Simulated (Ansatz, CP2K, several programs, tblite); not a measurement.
Energy against volume for HfO2 (Pca2_1) from a database of computed structures, at fixed shape and fractional coordinates, computed by several methods (PBE and r2SCAN, where shown, with plane waves in Ansatz); the cell shown is that of r2SCAN. With free coordinates or axes held, a curve is too stiff, and on another method's shape its minimum isn't the method's own volume. Space group Pca2_1 (No. 29), orthorhombic; conventional cell a = 5.247 Å, b = 5.030 Å, c = 5.059 Å, 11.13 Å³ an atom. Hf has 7 O at 2.03–2.24 Å; O has 3 Hf at 2.03–2.14 Å; O has 4 Hf at 2.12–2.24 Å. The values are computed, spin-unpolarised, and not measurements. Energies count from each curve's lowest point; fits are third-order Birch-Murnaghan.

```yaml
crystal:
  lattice:
    - [5.24651, 0.00000, 0.00000]
    - [0.00000, 5.03037, 0.00000]
    - [0.00000, 0.00000, 5.05930]
  atoms:
    - { symbol: Hf, position: [0.03251, 0.26702, 0.24109] }
    - { symbol: Hf, position: [0.46749, 0.26702, 0.74109] }
    - { symbol: Hf, position: [0.53251, 0.73298, 0.24109] }
    - { symbol: Hf, position: [0.96749, 0.73298, 0.74109] }
    - { symbol: O, position: [0.36703, 0.07001, 0.38077] }
    - { symbol: O, position: [0.13297, 0.07001, 0.88077] }
    - { symbol: O, position: [0.73217, 0.46109, 0.49114] }
    - { symbol: O, position: [0.76783, 0.46109, 0.99114] }
    - { symbol: O, position: [0.26783, 0.53891, 0.99114] }
    - { symbol: O, position: [0.23217, 0.53891, 0.49114] }
    - { symbol: O, position: [0.86703, 0.92999, 0.38077] }
    - { symbol: O, position: [0.63297, 0.92999, 0.88077] }
```

r2SCAN, on the shape of its own relaxed cell:
```
V (Å³/atom)  E (meV/atom)
     10.459         36.75
     10.793          8.72
     11.127          0.00
     11.461          7.80
     11.795         29.76
```
V₀ = 11.13 Å³ an atom and B₀ = 264 GPa.

GFN1-xTB (tblite), on the shape of the cell shown, as a cluster of 96 atoms at the zone centre:
```
V (Å³/atom)  E (meV/atom)
      9.792        153.15
     10.459         65.03
     11.127         18.12
     11.795          0.00
     12.462          2.85
```
V₀ = 12.02 Å³ an atom and B₀ = 79 GPa.

light PBE (260 eV and a coarse mesh), on the shape of the cell shown:

| V (Å³/atom) | E (meV/atom) |
| --- | --- |
| 10.237 | 91.48 |
| 10.682 | 48.58 |
| 11.127 | 0.00 |
| 11.572 | 10.07 |
| 12.017 | 4.82 |
| 12.462 | 95.44 |

The points scatter about the fit by more than 0.3 meV an atom, since at so low a cutoff the number of plane waves jumps with the volume, so no fit is quoted.

PBE/DZVP (CP2K), on the shape of the cell shown:
```
V (Å³/atom)  E (meV/atom)
      9.792        139.40
     10.459         27.58
     11.127          0.00
     11.795         33.92
     12.462        112.26
```
V₀ = 11.06 Å³ an atom and B₀ = 249 GPa.

Problem. PBE, on the shape of its own relaxed cell, gives
```
V (Å³/atom)  E (meV/atom)
     10.722         34.34
     11.065          8.14
     11.407          0.00
     11.749          7.18
     12.091         27.68
```
What equilibrium volume and bulk modulus follow?

Solution. V₀ = 11.41 Å³ an atom and B₀ = 240 GPa.
